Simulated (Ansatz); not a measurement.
# Platinum, beta-Sn type under r²SCAN: structure, energy and stiffness

Aim: take platinum in the beta-Sn type structure, relax it, solve it on a dense k-mesh, switch on spin-orbit coupling, then scale the cell to 7 volumes from 88 to 112 % of the relaxed one and try a fit of the equation of state. The k-meshes are 13×13×9 for the relaxation; 20×20×14 for the dense run; 12×12×9 for spin-orbit coupling; 14×14×10 for the volumes.

Program: Ansatz 0.2.0. Level of theory: DFT r2SCAN, plane waves (500 eV) with PAW, scalar-relativistic; the PAW data stem from PBE, with regenerated cores. These are calculated values, not measurements.

**1. The structure to begin with**

It takes space group I4_1/amd (No. 141, tetragonal). The conventional cell has a = 4.879 Å, b = 4.879 Å, c = 2.664 Å, α = 90.00°, β = 90.00°, γ = 90.00°. Around Pt (site symmetry -4m2) lie 6 Pt at 2.53 to 2.66 Å.

As a file:

```cif
data_structure
_symmetry_space_group_name_H-M 'P 1'
_symmetry_Int_Tables_number 1
_cell_length_a 3.6979
_cell_length_b 3.6979
_cell_length_c 3.6979
_cell_angle_alpha 97.454
_cell_angle_beta 97.454
_cell_angle_gamma 137.779
_cell_volume 31.70
loop_
_atom_site_label
_atom_site_type_symbol
_atom_site_fract_x
_atom_site_fract_y
_atom_site_fract_z
_atom_site_occupancy
Pt1 Pt 0.00000 0.00000 0.00000 1
Pt2 Pt 0.75000 0.25000 0.50000 1
```

**2. Geometry optimisation**

input.yaml

```yaml
crystal:
  lattice:
    - [-2.4392984224, 2.4392984224, 1.3318569387]
    - [2.4392984224, -2.4392984224, 1.3318569387]
    - [2.4392984224, 2.4392984224, -1.3318569387]
  atoms:
    - { symbol: Pt, position: [0.0, 0.0, 0.0] }
    - { symbol: Pt, position: [0.75, 0.25, 0.5] }
hamiltonian:
  xc: r2scan
  pseudopotentials:
    kind: paw
    azcp:
      Pt: "pseudopotentials/Pt.paw.azcp"
basis:
  ecutwfc: 500
  fft_grid_basis: typed
kpoints:
  mp_grid: { grid: [13, 13, 9], shift: [0, 0, 0] }
magnetization:
  spin_polarized: false
scf:
  occupations: { method: fermi_dirac, width: 0.1 }
relax:
  max_steps: 60
  f_tol: 0.01
  cell: {}
```

Command:

```sh
$ ansatz run input.yaml --threads 1 --pin off --max-ram 3584MiB --backend cpu --events-out ev --progress --plain --runs-dir out
```

The program printed:

```text
Warning: crystal.symmetry: narrowed to the stabiliser of the k-point mesh — unitary ops 16 → 4; excluded 12 operations that carry a point of the 13×13×9 mesh (shift [0, 0, 0]) off the mesh (the run samples exactly the mesh kpoints.mp_grid names, as under crystal.symmetry.detect: false, and its converged state has the mesh's symmetry, not the crystal's; ε∞, the Born charges and the force constants of a linear response (`dielectric:` by the response, `phonons.method: dfpt`) are averaged over those of the crystal's operations that the state keeps within a tolerance, where `mesh_tensors`, `unaveraged_element` or `gamma_mean_max_change_ev_ang2` stands beside them; a row that `dielectric.field_direction` solves alone is averaged likewise, with nothing beside; a Γ-centred mesh of equal divisions is mapped onto itself by every operation and keeps the whole group, as does a half-shifted one under kpoints.further_shifts: images)
Engine: ansatz 0.2.0, x86_64-unknown-linux-gnu
Pseudopotentials: kind: paw
Pseudopotential: Pt, paw, valence charge 18, recommended cutoff 500 eV (meta_gga), <dir>
Functional definition: r2SCAN
  parameter k0 = 0.174
  parameter k1 = 0.065
  parameter a1 = 4.9479
  exchange = r2scan_x(k0 = k0, k1 = k1, a1 = a1)
  correlation = r2scan_c
Crystal: 2 atoms, lattice volume = 31.699 Å³
Basis set: ecut = 500 eV, 789 PW (Γ), exchange–correlation on 108×108×108 points (64 copies of the dense FFT grid, shifted against one another)
Bands: 22, of which v1, the nominal top of the filled ones, is band 18 counted from 1 (17 counted from 0)
Symmetry: 4 space group operations
k-points: 413 of 1521
Non-local potential: Pt, projectors of the file, l = 0: 3, l = 1: 2, l = 2: 2, l = 3: 1
PAW form: soft (Blöchl's): semilocal exchange-correlation on the pseudo side does not see the compensation charge
PAW frozen core: Pt, regenerated for the run's functional (the file was generated under x = pbe(κ = 0.804, μ = 0.2195149727645171), c = pbe(β = 0.06672455060314922))
PAW one-centre angular grid: Pt, 590 points (default); XC on 160 Gauss nodes
Initial density: superposition of atomic densities (neutral atoms: chi_scale 0, normalization atom), corrected by the library's trained network
Initial wavefunctions: pseudopotential atomic-orbital guess
Functional: x = r2scan, c = r2scan; τ floored in thin density (d = 2e-4 eV/Å³)
SCF iter   1: F=—  HF=-25072.953427 eV  |F-HF|=—  |Δ(HF+E_count)|=         —  Δρ=1.56e-2  dr2=6.21e-2  dr2_τ=4.74e-2  ethr=1.77e-3  ⟨swp⟩=5.5  Hψ=38500  notcnv=0
preconditioner: auto → Kerker (q_TF=auto, 2.787 Å⁻¹)  [metal: Δε(μ)=0.005 eV  Ē_g=9.488 eV  σ=0.100 eV  W_gap=0.01  n_scr=16 (ndim 8)  ℏωp=29.5 eV  f_vac=0.000  D(μ)=2.05/eV (n_scr^D=16)]
SCF iter   2: F=—  HF=-25072.966690 eV  |F-HF|=—  |Δ(HF+E_count)|=   1.33e-2  Δρ=7.94e-3  dr2=1.49e-2  dr2_τ=1.56e-3  ethr=1.72e-4  ⟨swp⟩=2.2  Hψ=16654  notcnv=0
SCF iter   3: F=—  HF=-25072.967063 eV  |F-HF|=—  |Δ(HF+E_count)|=   3.73e-4  Δρ=1.98e-3  dr2=9.55e-4  dr2_τ=4.91e-5  ethr=4.13e-5  ⟨swp⟩=2.0  Hψ=12645  notcnv=0
SCF iter   4: F=—  HF=-25072.967414 eV  |F-HF|=—  |Δ(HF+E_count)|=   3.51e-4  Δρ=4.82e-4  dr2=4.12e-5  dr2_τ=3.88e-6  ethr=2.65e-6  ⟨swp⟩=2.1  Hψ=12230  notcnv=0
SCF iter   5: F=—  HF=-25072.967455 eV  |F-HF|=—  |Δ(HF+E_count)|=   4.14e-5  Δρ=1.08e-4  dr2=2.39e-6  dr2_τ=2.43e-7  ethr=1.15e-7  ⟨swp⟩=2.1  Hψ=14169  notcnv=0
SCF iter   6: F=—  HF=-25072.967457 eV  |F-HF|=—  |Δ(HF+E_count)|=   1.85e-6  Δρ=2.26e-5  dr2=1.15e-7  dr2_τ=1.71e-8  ethr=6.63e-9  ⟨swp⟩=2.0  Hψ=13282  notcnv=0
SCF iter   7: F=-25072.967457 eV  HF=-25072.967457 eV  |F-HF|=7.89e-9  |Δ(HF+E_count)|=   6.07e-8  Δρ=5.93e-6  dr2=6.52e-9  dr2_τ=4.20e-10  ethr=2.78e-10  ⟨swp⟩=4.0  Hψ=29938  notcnv=0
SCF 1 converged in 7 iterations: F = -25072.967457 eV  dr2 = 6.52e-9
relax step   1: F+E_penalty+E_count = -25072.96745711 eV  Δ(F+E_penalty+E_count) = +0.000e0 eV  max|allowed force component| = 7.198e-5 eV/Å  Δτ_max = 0.0000 Å  P = +15.615 GPa  Ω = 31.699 Å³  (7 SCF iters, dr2 threshold 1.00e-7 eV, accepted)
Crystal: 2 atoms, lattice volume = 35.995 Å³
Basis set: ecut = 500 eV, 877 PW (Γ), exchange–correlation on 108×108×108 points (64 copies of the dense FFT grid, shifted against one another)
Initial density: handed on by an earlier stage of this run
Initial wavefunctions: those handed on with the density
iter 1 solved again at ethr=2.50e-4 eV; its pass at ethr=3.10e-3 eV (dr2=8.99e-2 eV) is discarded
SCF iter   1: F=—  HF=-25071.914076 eV  |F-HF|=—  |Δ(HF+E_count)|=         —  Δρ=1.64e-2  dr2=9.38e-2  dr2_τ=1.24e0  ethr=2.50e-4  ⟨swp⟩=1.0  Hψ=47073  notcnv=0
preconditioner: auto → Kerker (q_TF=auto, 2.728 Å⁻¹)  [metal: Δε(μ)=0.003 eV  Ē_g=8.298 eV  σ=0.100 eV  W_gap=0.01  n_scr=16 (ndim 8)  ℏωp=27.7 eV  f_vac=0.000  D(μ)=2.36/eV (n_scr^D=16)]
SCF iter   2: F=—  HF=-25072.957773 eV  |F-HF|=—  |Δ(HF+E_count)|=    1.04e0  Δρ=7.94e-3  dr2=1.42e-2  dr2_τ=9.37e-3  ethr=2.50e-4  ⟨swp⟩=2.0  Hψ=17389  notcnv=0
SCF iter   3: F=—  HF=-25072.957162 eV  |F-HF|=—  |Δ(HF+E_count)|=   6.11e-4  Δρ=4.61e-3  dr2=3.73e-3  dr2_τ=7.72e-4  ethr=3.95e-5  ⟨swp⟩=1.0  Hψ=12377  notcnv=0
SCF iter   4: F=—  HF=-25072.957881 eV  |F-HF|=—  |Δ(HF+E_count)|=   7.19e-4  Δρ=1.56e-3  dr2=9.19e-4  dr2_τ=8.09e-5  ethr=1.04e-5  ⟨swp⟩=2.0  Hψ=15751  notcnv=0
SCF iter   5: F=—  HF=-25072.957728 eV  |F-HF|=—  |Δ(HF+E_count)|=   1.53e-4  Δρ=8.03e-4  dr2=2.51e-4  dr2_τ=1.05e-5  ethr=2.55e-6  ⟨swp⟩=1.7  Hψ=11816  notcnv=0
SCF iter   6: F=—  HF=-25072.957678 eV  |F-HF|=—  |Δ(HF+E_count)|=   4.97e-5  Δρ=4.02e-4  dr2=6.13e-5  dr2_τ=3.41e-6  ethr=6.97e-7  ⟨swp⟩=1.9  Hψ=12547  notcnv=0
SCF iter   7: F=—  HF=-25072.957663 eV  |F-HF|=—  |Δ(HF+E_count)|=   1.45e-5  Δρ=1.34e-4  dr2=6.66e-6  dr2_τ=3.85e-7  ethr=1.70e-7  ⟨swp⟩=2.6  Hψ=13247  notcnv=0
SCF iter   8: F=—  HF=-25072.957662 eV  |F-HF|=—  |Δ(HF+E_count)|=   1.87e-6  Δρ=3.60e-5  dr2=4.70e-7  dr2_τ=3.15e-8  ethr=1.85e-8  ⟨swp⟩=2.2  Hψ=12912  notcnv=0
SCF iter   9: F=-25072.957661 eV  HF=-25072.957661 eV  |F-HF|=1.80e-8  |Δ(HF+E_count)|=   1.29e-7  Δρ=8.34e-6  dr2=2.46e-8  dr2_τ=1.79e-9  ethr=5.56e-10  ⟨swp⟩=4.0  Hψ=29914  notcnv=0
SCF 2 converged in 9 iterations: F = -25072.957661 eV  dr2 = 2.46e-8
relax step   2: F+E_penalty+E_count = -25072.95766146 eV  Δ(F+E_penalty+E_count) = +9.796e-3 eV  max|allowed force component| = 4.316e-4 eV/Å  Δτ_max = 0.0002 Å  P = -12.845 GPa  Ω = 35.995 Å³  energy of the carried Pulay correction = -1.763e-3 eV  (9 SCF iters, dr2 threshold 2.00e-7 eV, rejected (line search))
Crystal: 2 atoms, lattice volume = 33.581 Å³
Basis set: ecut = 500 eV, 845 PW (Γ), exchange–correlation on 108×108×108 points (64 copies of the dense FFT grid, shifted against one another)
iter 1 solved again at ethr=4.20e-5 eV; its pass at ethr=3.10e-3 eV (dr2=1.51e-2 eV) is discarded
SCF iter   1: F=—  HF=-25072.766076 eV  |F-HF|=—  |Δ(HF+E_count)|=         —  Δρ=6.90e-3  dr2=1.52e-2  dr2_τ=3.36e-1  ethr=4.20e-5  ⟨swp⟩=1.0  Hψ=46522  notcnv=0
preconditioner: auto → Kerker (q_TF=auto, 2.760 Å⁻¹)  [metal: Δε(μ)=0.006 eV  Ē_g=8.955 eV  σ=0.100 eV  W_gap=0.01  n_scr=16 (ndim 8)  ℏωp=28.7 eV  f_vac=0.000  D(μ)=2.26/eV (n_scr^D=16)]
SCF iter   2: F=—  HF=-25073.060362 eV  |F-HF|=—  |Δ(HF+E_count)|=   2.94e-1  Δρ=2.49e-3  dr2=7.41e-4  dr2_τ=8.95e-4  ethr=4.20e-5  ⟨swp⟩=2.0  Hψ=16982  notcnv=0
SCF iter   3: F=—  HF=-25073.060881 eV  |F-HF|=—  |Δ(HF+E_count)|=   5.18e-4  Δρ=1.49e-3  dr2=2.19e-4  dr2_τ=6.35e-5  ethr=2.06e-6  ⟨swp⟩=1.9  Hψ=12983  notcnv=0
SCF iter   4: F=—  HF=-25073.061129 eV  |F-HF|=—  |Δ(HF+E_count)|=   2.49e-4  Δρ=3.05e-4  dr2=3.12e-5  dr2_τ=2.15e-6  ethr=6.09e-7  ⟨swp⟩=2.8  Hψ=17917  notcnv=0
SCF iter   5: F=—  HF=-25073.061124 eV  |F-HF|=—  |Δ(HF+E_count)|=   5.13e-6  Δρ=1.01e-4  dr2=3.97e-6  dr2_τ=1.81e-7  ethr=8.66e-8  ⟨swp⟩=2.5  Hψ=14561  notcnv=0
SCF iter   6: F=—  HF=-25073.061121 eV  |F-HF|=—  |Δ(HF+E_count)|=   3.61e-6  Δρ=4.45e-5  dr2=7.83e-7  dr2_τ=3.65e-8  ethr=1.10e-8  ⟨swp⟩=2.3  Hψ=12953  notcnv=0
SCF iter   7: F=—  HF=-25073.061121 eV  |F-HF|=—  |Δ(HF+E_count)|=   7.59e-7  Δρ=1.62e-5  dr2=1.07e-7  dr2_τ=4.85e-9  ethr=2.18e-9  ⟨swp⟩=2.4  Hψ=13009  notcnv=0
SCF iter   8: F=—  HF=-25073.061121 eV  |F-HF|=—  |Δ(HF+E_count)|=   2.32e-8  Δρ=3.19e-6  dr2=4.21e-9  dr2_τ=2.22e-10  ethr=2.96e-10  ⟨swp⟩=2.0  Hψ=12593  notcnv=0
SCF iter   9: F=—  HF=-25073.061121 eV  |F-HF|=—  |Δ(HF+E_count)|=  8.11e-10  Δρ=6.82e-7  dr2=1.84e-10  dr2_τ=8.24e-12  ethr=1.17e-11  ⟨swp⟩=2.0  Hψ=12792  notcnv=0
SCF iter  10: F=-25073.061121 eV  HF=-25073.061121 eV  |F-HF|=7.28e-12  |Δ(HF+E_count)|=  5.46e-11  Δρ=4.09e-8  dr2=3.94e-13  dr2_τ=1.03e-13  ethr=1.00e-12  ⟨swp⟩=6.0  Hψ=42864  notcnv=0
SCF 3 converged in 10 iterations: F = -25073.061121 eV  dr2 = 3.94e-13
relax step   3: F+E_penalty+E_count = -25073.06112140 eV  Δ(F+E_penalty+E_count) = -9.366e-2 eV  max|allowed force component| = 3.618e-4 eV/Å  Δτ_max = 0.0001 Å  P = +0.213 GPa  Ω = 33.581 Å³  energy of the carried Pulay correction = -7.999e-4 eV  (10 SCF iters, accepted)
[... from here on, the SCF cycles and remarks between the steps are left out ...]
relax step   4: F+E_penalty+E_count = -25073.06156418 eV  Δ(F+E_penalty+E_count) = -4.428e-4 eV  max|allowed force component| = 9.627e-4 eV/Å  Δτ_max = 0.0003 Å  P = +0.001 GPa  Ω = 33.611 Å³  energy of the carried Pulay correction = -8.117e-4 eV  (4 SCF iters, dr2 threshold 2.00e-7 eV, accepted)
relax step   5: F+E_penalty+E_count = -25073.06286832 eV  Δ(F+E_penalty+E_count) = -1.304e-3 eV  max|allowed force component| = 6.296e-3 eV/Å  Δτ_max = 0.0056 Å  P = -0.131 GPa  Ω = 33.626 Å³  energy of the carried Pulay correction = -8.171e-4 eV  (6 SCF iters, dr2 threshold 2.00e-7 eV, accepted)
relax step   6: F+E_penalty+E_count = -25073.12333197 eV  Δ(F+E_penalty+E_count) = -6.046e-2 eV  max|allowed force component| = 3.631e-2 eV/Å  Δτ_max = 0.0294 Å  P = -0.721 GPa  Ω = 33.560 Å³  energy of the carried Pulay correction = -7.903e-4 eV  (8 SCF iters, dr2 threshold 2.00e-7 eV, accepted)
relax step   7: F+E_penalty+E_count = -25073.22817837 eV  Δ(F+E_penalty+E_count) = -1.048e-1 eV  max|allowed force component| = 5.995e-4 eV/Å  Δτ_max = 0.0285 Å  P = -0.272 GPa  Ω = 33.229 Å³  energy of the carried Pulay correction = -6.544e-4 eV  (8 SCF iters, dr2 threshold 2.00e-7 eV, accepted)
relax step   8: F+E_penalty+E_count = -25073.31172710 eV  Δ(F+E_penalty+E_count) = -8.355e-2 eV  max|allowed force component| = 1.173e-1 eV/Å  Δτ_max = 0.0224 Å  P = +0.602 GPa  Ω = 32.905 Å³  energy of the carried Pulay correction = -5.167e-4 eV  (8 SCF iters, dr2 threshold 2.00e-7 eV, accepted)
relax step   9: F+E_penalty+E_count = -25073.34593111 eV  Δ(F+E_penalty+E_count) = -3.420e-2 eV  max|allowed force component| = 9.509e-2 eV/Å  Δτ_max = 0.0097 Å  P = +1.884 GPa  Ω = 32.614 Å³  energy of the carried Pulay correction = -3.939e-4 eV  (7 SCF iters, dr2 threshold 2.00e-7 eV, accepted)
relax step  10: F+E_penalty+E_count = -25073.35162126 eV  Δ(F+E_penalty+E_count) = -5.690e-3 eV  max|allowed force component| = 2.032e-2 eV/Å  Δτ_max = 0.0002 Å  P = -0.109 GPa  Ω = 32.807 Å³  energy of the carried Pulay correction = -4.760e-4 eV  (5 SCF iters, dr2 threshold 2.00e-7 eV, accepted)
relax step  11: F+E_penalty+E_count = -25073.35190855 eV  Δ(F+E_penalty+E_count) = -2.873e-4 eV  max|allowed force component| = 2.686e-2 eV/Å  Δτ_max = 0.0013 Å  P = -0.099 GPa  Ω = 32.784 Å³  energy of the carried Pulay correction = -4.660e-4 eV  (4 SCF iters, dr2 threshold 1.84e-7 eV, accepted)
relax step  12: F+E_penalty+E_count = -25073.35196952 eV  Δ(F+E_penalty+E_count) = -6.098e-5 eV  max|allowed force component| = 1.279e-2 eV/Å  Δτ_max = 0.0027 Å  P = +0.034 GPa  Ω = 32.764 Å³  energy of the carried Pulay correction = -4.577e-4 eV  (5 SCF iters, dr2 threshold 4.51e-8 eV, accepted)
relax step  13: F+E_penalty+E_count = -25073.35198668 eV  Δ(F+E_penalty+E_count) = -1.716e-5 eV  max|allowed force component| = 3.928e-4 eV/Å  Δτ_max = 0.0008 Å  P = -0.004 GPa  Ω = 32.767 Å³  energy of the carried Pulay correction = -4.590e-4 eV  (4 SCF iters, dr2 threshold 2.46e-8 eV, accepted)
relax step  14: F+E_penalty+E_count = -25073.35822701 eV  Δ(F+E_penalty+E_count) = -6.240e-3 eV  max|allowed force component| = 3.386e-4 eV/Å  Δτ_max = 0.0000 Å  P = +0.265 GPa  Ω = 32.767 Å³  stress off target by 8.29e-1 GPa  SCF on the basis re-selected at this cell (its energy is not comparable with the rows above)  (7 SCF iters)
relax step  15: F+E_penalty+E_count = -25073.35885909 eV  Δ(F+E_penalty+E_count) = -6.321e-4 eV  max|allowed force component| = 3.575e-4 eV/Å  Δτ_max = 0.0021 Å  P = +0.043 GPa  Ω = 32.774 Å³  energy of the carried Pulay correction = -8.770e-6 eV  (5 SCF iters, dr2 threshold 2.00e-7 eV, accepted)
relax step  16: F+E_penalty+E_count = -25073.35886833 eV  Δ(F+E_penalty+E_count) = -9.243e-6 eV  max|allowed force component| = 7.801e-6 eV/Å  Δτ_max = 0.0005 Å  P = -0.002 GPa  Ω = 32.775 Å³  energy of the carried Pulay correction = -1.025e-5 eV  (4 SCF iters, dr2 threshold 1.70e-8 eV, accepted)
iter 1 solved again at ethr=1.36e-8 eV; its pass at ethr=3.10e-3 eV (dr2=4.90e-6 eV) is discarded
SCF iter   1: F=—  HF=-25073.358861 eV  |F-HF|=—  |Δ(HF+E_count)|=         —  Δρ=1.09e-4  dr2=1.03e-7  dr2_τ=3.83e-7  ethr=1.36e-8  ⟨swp⟩=4.2  Hψ=66022  notcnv=0
preconditioner: auto → Kerker (q_TF=auto, 2.771 Å⁻¹)  [metal: Δε(μ)=0.014 eV  Ē_g=9.185 eV  σ=0.100 eV  W_gap=0.04  n_scr=12 (ndim 8)  ℏωp=29.0 eV  f_vac=0.000  D(μ)=2.23/eV (n_scr^D=22)]
SCF iter   2: F=—  HF=-25073.358878 eV  |F-HF|=—  |Δ(HF+E_count)|=   1.62e-5  Δρ=5.53e-5  dr2=2.71e-8  dr2_τ=3.53e-7  ethr=2.85e-10  ⟨swp⟩=2.0  Hψ=13042  notcnv=0
SCF iter   3: F=—  HF=-25073.358884 eV  |F-HF|=—  |Δ(HF+E_count)|=   6.49e-6  Δρ=2.04e-6  dr2=6.78e-10  dr2_τ=1.71e-10  ethr=7.52e-11  ⟨swp⟩=2.0  Hψ=13293  notcnv=0
SCF iter   4: F=—  HF=-25073.358884 eV  |F-HF|=—  |Δ(HF+E_count)|=   1.60e-9  Δρ=5.81e-7  dr2=8.40e-11  dr2_τ=2.54e-11  ethr=1.88e-12  ⟨swp⟩=2.1  Hψ=14179  notcnv=0
SCF iter   5: F=-25073.358884 eV  HF=-25073.358884 eV  |F-HF|=3.27e-11  |Δ(HF+E_count)|=  1.89e-10  Δρ=1.77e-7  dr2=6.80e-12  dr2_τ=1.26e-12  ethr=1.00e-12  ⟨swp⟩=6.0  Hψ=43181  notcnv=0
SCF 17 converged in 5 iterations: F = -25073.358884 eV  dr2 = 6.80e-12
relax step  17: F+E_penalty+E_count = -25073.35888408 eV  Δ(F+E_penalty+E_count) = -1.574e-5 eV  max|allowed force component| = 2.056e-5 eV/Å  Δτ_max = 0.0000 Å  P = -0.002 GPa  Ω = 32.775 Å³  stress off target by 5.16e-3 GPa  SCF on the basis re-selected at this cell (its energy is not comparable with the rows above)  (5 SCF iters)
basis re-selected at this cell: Δ(F+E_penalty+E_count) = -1.574e-5 eV, ΔP = +0.000 GPa vs the last step (what re-selecting the basis moved, of the pressure what is left beyond the Pulay correction that the steps carried, after the strain that the cell walked since its last selection, with what the two solves' SCF thresholds leave and, on support functions, any second-order correction that the steps lacked; it is no measure of the basis error at this ecutwfc). This SCF's stress stands 5.16e-3 GPa from its target on what of the cell is left free (relax.cell.stress_tol is 5.00e-2 GPa) and its largest allowed force component is 2.06e-5 eV/Å (relax.f_tol is 1.00e-2 eV/Å): within both
SCF converged after 5 iterations
Free energy (F): -25073.358884 eV
Harris-Foulkes:  -25073.358884 eV  (|F-HF|=3.27e-11)
Internal energy: -25073.287661 eV  (E = F + TS)
E sigma→0 (E₀):  -25073.323273 eV
Entropy (-TS):   -0.071223 eV (-35.611 meV/atom)
Fermi energy:    20.890466 eV
--- Per-component energies (eV) ---
  E_band       = -374.645777
  E_kinetic    = 1275.935511
  E_local      = -3255.791770  (includes V_loc(G=0)·N_el)
  E_nonlocal   = 403.694675
  E_hartree    = 1214.801976
  E_xc         = -500.285815
  E_vxc        = -674.983589  (∫ρ·V_xc dr)
  E_paw        = -18959.970353  (= ΣΔE_a)
  E_vpaw       = -596.208033  (= ΣTr[D̂ρ^β])
  E_aug_tail   = 0.000301  (compensation charges beyond the density's cutoff)
  E_vtau       = 43.103178  (kinetic-family band-sum trace: ∫τ·v_τ [+ j·A + Jᵃ·Aᵃ] dr)
  E_ewald      = -5251.209196
  E_core_change = -0.462989  (= ΣΔE_core)
  E_smearing   = -0.071223  (= −TS)
  E_closure    = -0.000000  (closes the sum)
  Σ components = -25073.358884   (vs F -25073.358884, Δ=0.00e0)
--- Forces (eV/Å), atoms counted from 1 ---
  atom   1  Pt     0.00002056    -0.00002056    -0.00000000
  atom   2  Pt    -0.00002056     0.00002056     0.00000000
  max |Σ_I F_I| component: 0.00e0 eV/Å
--- Stress (GPa, compression-positive) ---
       -0.001434       0.003728       0.000317
        0.003728      -0.001434       0.000317
        0.000317       0.000317      -0.001677
  P = ⅓ Tr σ = -0.0015 GPa (-0.015 kbar)
--- Relaxed structure (15 steps of the walk, 14 accepted, 2 SCFs on fresh bases) ---
  F+E_penalty+E_count = -25073.35888408 eV   max|allowed force component| = 2.056e-5 eV/Å   (the final SCF, on the basis selected at the relaxed cell)
  cell:  # Å, volume = 32.7746 Å³
    - [-2.1722855416271263, 2.5278115187567347, 1.3288945406434227]
    - [2.5278115187567347, -2.1722855416271263, 1.3288945406434227]
    - [2.533011898091606, 2.533011898091606, -0.6777480624180942]
  atoms:
    - { symbol: Pt, position: [0.014752197422273045, -0.014752197422273045, 2.8428623080756936e-33] }
    - { symbol: Pt, position: [0.7352478025777269, 0.2647521974222731, 0.5] }
```

Wall time 11 min (1 thread of Intel Xeon Platinum 8259CL at 2.50GHz (Skylake/Cascade Lake), shared host); peak memory 0.83 GiB.

The walk, from the log:

| step | energy change (meV/atom) | largest force (eV/Å) | pressure (GPa) | volume (Å³/atom) | accepted |
| --- | --- | --- | --- | --- | --- |
| 1 | 0.00 | 0.0001 | 15.61 | 15.850 | yes |
| 2 | 4.90 | 0.0004 | -12.85 | 17.998 | no |
| 3 | -46.83 | 0.0004 | 0.21 | 16.790 | yes |
| 4 | -47.05 | 0.0010 | 0.00 | 16.805 | yes |
| 5 | -47.71 | 0.0063 | -0.13 | 16.813 | yes |
| 6 | -77.94 | 0.0363 | -0.72 | 16.780 | yes |
| 7 | -130.36 | 0.0006 | -0.27 | 16.615 | yes |
| 8 | -172.13 | 0.1173 | 0.60 | 16.453 | yes |
| 9 | -189.24 | 0.0951 | 1.88 | 16.307 | yes |
| 10 | -192.08 | 0.0203 | -0.11 | 16.403 | yes |
| 11 | -192.23 | 0.0269 | -0.10 | 16.392 | yes |
| 12 | -192.26 | 0.0128 | 0.03 | 16.382 | yes |
| 13 | -192.26 | 0.0004 | 0.00 | 16.383 | yes |
| 14 | -195.38 | 0.0003 | 0.27 | 16.383 | yes |
| 15 | -195.70 | 0.0004 | 0.04 | 16.387 | yes |
| 16 | -195.71 | 0.0000 | 0.00 | 16.387 | yes |
| 17 | -195.71 | 0.0000 | 0.00 | 16.387 | yes |

Steps that repeat a cell are solved on a basis chosen anew, so their changes of energy are no gain of the relaxation.

The cell of the run, before and after:

|  | before | after | change |
| --- | --- | --- | --- |
| a (Å) | 3.698 | 3.588 | -3.0 % |
| b (Å) | 3.698 | 3.588 | -3.0 % |
| c (Å) | 3.698 | 3.646 | -1.4 % |
| α (°) | 97.45 | 90.00 | -7.6 % |
| β (°) | 97.45 | 90.00 | -7.6 % |
| γ (°) | 137.78 | 135.71 | -1.5 % |
| volume (Å³/atom) | 15.850 | 16.387 | +3.4 % |
| shortest distance (Å) | 2.529 | 2.603 | +2.9 % |
| space group (spins left aside) | I4_1/amd | Cmcm | changed |

(Part 1 of 2 ends here.)
